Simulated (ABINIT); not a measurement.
# BN (Qingsongite): G0W0 with ABINIT, start to end

How does a plane-wave GW calculation on BN (Qingsongite) run from the first input to the gap?

Method: PBE and many-body steps on it, plane waves, in ABINIT 10.8.3.

## (1) Set-up

It takes space group F-43m (No. 216, cubic). The conventional cell has a = 3.615 Å, b = 3.615 Å, c = 3.615 Å, α = 90.00°, β = 90.00°, γ = 90.00°. Nearest to B lie 4 N at 1.57 Å. Nearest to N lie 4 B at 1.57 Å. Farther neighbours and most contacts between anions are not listed.

The cell and positions come from the Crystallography Open Database and are kept as given unless a step says otherwise.

## (2) Ground state

This step: ABINIT 10.8.3; DFT, PBE, plane waves, norm-conserving pseudopotentials.

The ground-state density comes first.

Contents of run.abi:

```
acell 3*1.0 Angstrom
rprim 
  -0.000000000000 1.807500000000 1.807500000000
  1.807500000000 0.000000000000 1.807500000000
  1.807500000000 1.807500000000 -0.000000000000
ntypat 2
znucl 5 7
natom 2
typat 1 2
xred 
  0.000000000000 0.000000000000 0.000000000000
  0.250000000000 0.250000000000 0.250000000000
pp_dirpath "pseudos"
pseudos "B.upf, N.upf"
ecut 36
ngkpt 10 10 10
nshiftk 1
shiftk 0 0 0
kptopt 1
chksymbreak 0
nband 9
occopt 1
tolvrs 1e-10
nstep 60
prtwf 0
optforces 0
optstress 0
indata_prefix "in"
outdata_prefix "out"
tmpdata_prefix "tmp"
```

On the command line:

```sh
$ OMP_NUM_THREADS=1 mpirun -n 8 abinit run.abi > log
```

Numbers of over 12 decimals in the logs are rounded to 6 here.

Output:

```text
.Version 10.8.3 of ABINIT. v10.8.2 released Aug 2026.

 Symmetries : space group F-4 3 m (#216); Bravais cF (face-center cubic)
================================================================================
 Values of the parameters that define the memory need of the present run
     intxc =       0    ionmov =       0      iscf =       7    lmnmax =       4
     lnmax =       4     mgfft =      30  mpssoang =       2    mqgrid =    3001
     natom =       2  nloc_mem =       1    nspden =       1   nspinor =       1
    nsppol =       1      nsym =      24    n1xccc =    2501    ntypat =       2
    occopt =       1   xclevel =       2
-    mband =           9        mffmem =           1         mkmem =           6
       mpw =         845          nfft =       27000          nkpt =          47
================================================================================
  Rough estimation (10% accuracy) of disk space for files :
================================================================================

--------------------------------------------------------------------------------
------------- Echo of variables that govern the present computation ------------
--------------------------------------------------------------------------------
 -outvars: echo values of preprocessed input variables --------
            acell      1.8897261259E+00  1.8897261259E+00  1.8897261259E+00 Bohr

      chksymbreak           0
             ecut      3.60000000E+01 Hartree
-          fftalg         312

              ixc     -101130
              kpt      0.00000000E+00  0.00000000E+00  0.00000000E+00
                       1.00000000E-01  0.00000000E+00  0.00000000E+00
                       2.00000000E-01  0.00000000E+00  0.00000000E+00
                       3.00000000E-01  0.00000000E+00  0.00000000E+00
                       4.00000000E-01  0.00000000E+00  0.00000000E+00
                       5.00000000E-01  0.00000000E+00  0.00000000E+00
                       1.00000000E-01  1.00000000E-01  0.00000000E+00
                       2.00000000E-01  1.00000000E-01  0.00000000E+00
                       3.00000000E-01  1.00000000E-01  0.00000000E+00
   [... 36 further rows ...]
                      -3.00000000E-01  4.00000000E-01  2.00000000E-01
                      -3.00000000E-01  5.00000000E-01  2.00000000E-01
         kptrlatt       10    0    0      0   10    0      0    0   10
          kptrlen      4.83050094E+01
P           mkmem           6
            natom           2
            nband           9
            ngfft          30      30      30
             nkpt          47
            nstep          60
             nsym          24
           ntypat           2
              occ      2.000000  2.000000  2.000000  2.000000  0.000000  0.000000
[...]
optforces           0
        optstress           0
            prtwf           0
            rprim     -0.0000000000E+00  1.8075000000E+00  1.8075000000E+00
[...]
spgroup         216

           tolvrs      1.00000000E-10

             xred      0.0000000000E+00  0.0000000000E+00  0.0000000000E+00
[...]
znucl        5.00000    7.00000

================================================================================

 chkinp: Checking input parameters for consistency.

================================================================================
== DATASET  1 ==================================================================
-   mpi_nproc: 8, omp_nthreads: 1 (-1 if OMP is not activated)

--- !DatasetInfo
iteration_state: {dtset: 1, }
dimensions: {natom: 2, nkpt: 47, mband: 9, nsppol: 1, nspinor: 1, nspden: 1, mpw: 845, }
cutoff_energies: {ecut:  36.0, pawecutdg:  -1.0, }
electrons: {nelect:   8.00000000E+00, charge:   0.00000000E+00, occopt:   1.00000000E+00, tsmear:   1.00000000E-02, }

 Real(R)+Recip(G) space primitive vectors, cartesian coordinates (Bohr,Bohr^-1):
 R(1)=  0.0000000  3.4156800  3.4156800  G(1)= -0.1463837  0.1463837  0.1463837
 R(2)=  3.4156800  0.0000000  3.4156800  G(2)=  0.1463837 -0.1463837  0.1463837
 R(3)=  3.4156800  3.4156800  0.0000000  G(3)=  0.1463837  0.1463837 -0.1463837
 Unit cell volume ucvol=  7.9700586E+01 bohr^3
 Angles (23,13,12)=  6.00000000E+01  6.00000000E+01  6.00000000E+01 degrees

 getcut: wavevector=  0.0000  0.0000  0.0000  ngfft=  30  30  30
         ecut(hartree)=     36.000   => boxcut(ratio)=   2.30194

 getcut : COMMENT -
  Note that boxcut > 2.2 ; recall that boxcut=Gcut(box)/Gcut(sphere) = 2
  is sufficient for exact treatment of convolution.
  Such a large boxcut is a waste : you could raise ecut
  e.g. ecut=   47.690509 Hartrees makes boxcut=2

--- Pseudopotential description ------------------------------------------------
- B Generated using ONCVPSP code by D. R. Hamann
-  5.00000   3.00000  171031                  znucl, zion, pspdat
12 -101130 1 -1 1534                          pspcod,pspxc,lmax,lloc,mmax
     nproj     2     2
  pspatm : epsatm=    3.38844616
         --- l  ekb(1:nproj) -->
[...]
pspatm: atomic psp has been read  and splines computed

- N Generated using ONCVPSP code by D. R. Hamann
-  7.00000   5.00000  171031                  znucl, zion, pspdat
12 -101130 1 -1 1058                          pspcod,pspxc,lmax,lloc,mmax
     nproj     2     2
  pspatm : epsatm=    5.20977870
         --- l  ekb(1:nproj) -->
[...]
1   -4.293905   -1.006988
 pspatm: atomic psp has been read  and splines computed

   6.87857989E+01                                ecore*ucvol(ha*bohr**3)
--------------------------------------------------------------------------------

_setup2: Arith. and geom. avg. npw (full set) are     822.053     822.026

================================================================================

--- !BeginCycle
iteration_state: {dtset: 1, }
solver: {iscf: 7, nstep: 60, nline: 4, wfoptalg: 0, }
tolerances: {tolvrs: 1.00E-10, }

     iter   Etot(hartree)      deltaE(h)  residm     vres2
 ETOT  1  -13.353670328845    -1.335E+01 1.866E-01 1.447E+02
 ETOT  2  -13.373136893714    -1.947E-02 6.470E-03 1.104E+02
 ETOT  3  -13.402464776550    -2.933E-02 3.876E-03 1.734E-01
 ETOT  4  -13.402502334780    -3.756E-05 4.257E-03 1.682E-03
 ETOT  5  -13.402502505884    -1.711E-07 1.198E-03 3.940E-05
 ETOT  6  -13.402502511439    -5.556E-09 1.069E-03 2.572E-07
 ETOT  7  -13.402502511479    -3.942E-11 2.420E-04 2.030E-09
 ETOT  8  -13.402502511479    -1.563E-13 2.105E-04 5.379E-11

 At SCF step    8       vres2   =  5.38E-11 < tolvrs=  1.00E-10 =>converged.

--- !ResultsGS
iteration_state: {dtset: 1, }
comment   : Summary of ground state results
lattice_vectors:
- [ -0.0000000,   3.4156800,   3.4156800, ]
- [  3.4156800,   0.0000000,   3.4156800, ]
- [  3.4156800,   3.4156800,  -0.0000000, ]
lattice_lengths: [   4.83050,    4.83050,    4.83050, ]
lattice_angles: [ 60.000,  60.000,  60.000, ] # degrees, (23, 13, 12)
lattice_volume:   7.9700586E+01
convergence: {deltae: -1.563E-13, res2:  5.379E-11, residm:  2.105E-04, diffor:  0.000E+00, }
etotal    :  -1.34025025E+01
entropy   :   0.00000000E+00
fermie    :   3.02092262E-01
cartesian_stress_tensor: null
pressure_GPa: null
xred      :
- [  0.0000E+00,   0.0000E+00,   0.0000E+00,  B]
- [  2.5000E-01,   2.5000E-01,   2.5000E-01,  N]
cartesian_forces: null
force_length_stats: {min: null, max: null, mean: null, }

 Integrated electronic density in atomic spheres:
 ------------------------------------------------
 Atom  Sphere_radius  Integrated_density
    1        2.00000          3.32049900
    2        2.00000          5.75124674
================================================================================

 ----iterations are completed or convergence reached----

 Mean square residual over all n,k,spin=   10.187E-07; max=  21.054E-05
 reduced coordinates (array xred) for    2 atoms
       0.000000000000      0.000000000000      0.000000000000
       0.250000000000      0.250000000000      0.250000000000
 rms dE/dt=  0.0000E+00; max dE/dt=  0.0000E+00; dE/dt below (all hartree)
    1       0.000000000000      0.000000000000      0.000000000000
    2       0.000000000000      0.000000000000      0.000000000000

 cartesian coordinates (angstrom) at end:
    1      0.000000     0.000000     0.000000
    2      0.903750     0.903750     0.903750
 length scales=  1.889726125908  1.889726125908  1.889726125908 bohr
              =  1.000000000000  1.000000000000  1.000000000000 angstroms
 prteigrs : about to open file out_EIG
 Fermi (or HOMO) energy (hartree) =   0.30209   Average Vxc (hartree)=  -0.47450
 Eigenvalues (hartree) for nkpt=  47  k points:
 kpt#   1, nband=  9, wtk=  0.00100, kpt=  0.0000  0.0000  0.0000 (reduced coord)
  -0.44062    0.30209    0.30209    0.30209    0.62836    0.62836    0.62836    0.68304
   1.21148
 prteigrs : prtvol=0 or 1, do not print more k-points.

--- !EnergyTerms
iteration_state     : {dtset: 1, }
comment             : Components of total free energy in Hartree
kinetic             :  9.41230010599655E+00
hartree             :  1.79183179045679E+00
xc                  : -4.37198988812426E+00
Ewald energy        : -1.31703929426445E+01
psp_core            :  8.63052609504914E-01
local_psp           : -6.86018895556566E+00
non_local_psp       : -1.06711523110261E+00
total_energy        : -1.34025025114788E+01
total_energy_eV     : -3.64700672502579E+02
band_energy         :  1.04301569482718E-01

== END DATASET(S) ==============================================================
================================================================================

 -outvars: echo values of variables after computation  --------
           etotal     -1.3402502511E+01
            nband           9
             nkpt          47
          spgroup         216
 [... the other variables as echoed above ...]

 Calculation completed.
```

Run time: 2.9 s. Hardware: 8 MPI ranks of Arm Neoverse V2, shared host; peak memory 0.07 GiB; 22 s of CPU time.

Numbers from this step:

```yaml
total_energy: -364.7007 eV
gap: 4.535 eV
k_of_the_valence_top: 0, 0, 0
k_of_the_conduction_bottom: 0.5, 0.5, 0
least_direct_gap: 8.878 eV
```

The gap is indirect, with the least direct gap 4.34 eV higher.

(Part 1 of 3 ends here.)

[Paths, hosts, dates, memory and timing lines, banners, echoed tables and standing remarks are left out of the program output.]

[Logs are printed without paths, hosts, clocks, repeated set-up lines and the standing remarks that a program may print on its own settings, such as how far it seeks lower states.]

[Runs of the session that timed out or met a known fault of the program may be left out.]

[Hosts, paths, dates, database ids (printed as entryN), source tags and the programs' standing remarks are cut or masked in the printed files.]

[G0W0 gaps are taken among the corrected bands and points alone; a level outside them can change the order at an edge.]

[Where Ansatz stands beside ABINIT at settings called matched, ABINIT's density can come from a denser mesh and the files from another edition; pairs whose starting gaps differed by over 0.03 eV were left out, so agreement reads better than it is.]
